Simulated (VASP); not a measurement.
# HfO$_{2}$ (fluorite): one LDA relaxation of cell and atoms in two programs

Start cell

```
Hf O
1.0
     0.00000    2.54881    2.54881
     2.54881    0.00000    2.54881
     2.54881    2.54881    0.00000
Hf O
1 2
Cartesian
  0.0000 0.0000 0.0000
  1.2744 1.2744 1.2744
  3.8232 3.8232 3.8232
```

The two codes use different PAW datasets and cutoffs. VASP's cell holds 22 valence electrons and Ansatz's 38. LDA means the Perdew–Zunger form with relativistic exchange in VASP and the Perdew–Wang form in Ansatz.

Cutoffs: 600 eV in VASP, 420 eV in Ansatz. k meshes: 8×8×8 and 8×8×8.

|  | VASP | Ansatz |
| --- | --- | --- |
| relaxed cell vector lengths | 3.521, 3.521, 3.521 Å | 3.536, 3.536, 3.536 Å |
| relaxed cell volume | 30.88 Å³ | 31.27 Å³ |
